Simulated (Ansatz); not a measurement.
# TiO: do energies and stresses tell the same story?

These are results of Ansatz, DFT r2SCAN, scalar-relativistic, plane waves, PAW, not measurements.

Settings: cutoff 500 eV, Γ-centred mesh 18×18×8 on the computed 4-atom cell, Gaussian smearing of 0.10 eV; no spin polarisation.

Relaxed cell: P6_3/mmc, a = 2.826 Å, b = 2.826 Å, c = 5.541 Å, α = 90.00°, β = 90.00°, γ = 120.00°, 4 atoms in the primitive cell. This form isn't the usual stable structure of the compound.

Energies at zero smearing and pressures from the stress tensor, at volumes with shape and atoms relaxed:
| V (Å³/atom) | E − E(first) (meV/atom) | P (GPa) |
| --- | --- | --- |
| 8.433 | 0.00 | 41.94 |
| 8.721 | -63.16 | 28.80 |
| 9.008 | -104.55 | 17.62 |
| 9.296 | -127.43 | 8.11 |
| 9.583 | -134.54 | 0.00 |
| 9.871 | -128.19 | -6.91 |
| 10.158 | -110.36 | -12.81 |
| 10.542 | -71.62 | -19.35 |

Question: Check P = −dE/dV between neighbouring volumes, and get the bulk modulus from the pressures alone.

Answer: With 1 eV/Å³ = 160.2 GPa:
```csv
middle V (Å³/atom),−ΔE/ΔV (GPa),mean P (GPa)
8.577,35.196,35.366
8.865,23.069,23.210
9.152,12.750,12.868
9.440,3.958,4.058
9.727,-3.537,-3.454
10.015,-9.934,-9.862
10.350,-16.191,-16.079
```

The two differ by 0.17 GPa at most. The mean of two end pressures misses the average over a step by about ΔV² P″/12, up to 0.18 GPa here; with that taken off 0.01 GPa remains. Around V = 9.583 Å³/atom, the two neighbours give B = −V ΔP/ΔV = 9.583 × 15.02 / 0.575 = 250.4 GPa, against B0 = 249.2 GPa from the Birch–Murnaghan fit of the energies.

A ferromagnetic start lost its moments in a first run, so spin was left out; other magnetic orders weren't tried.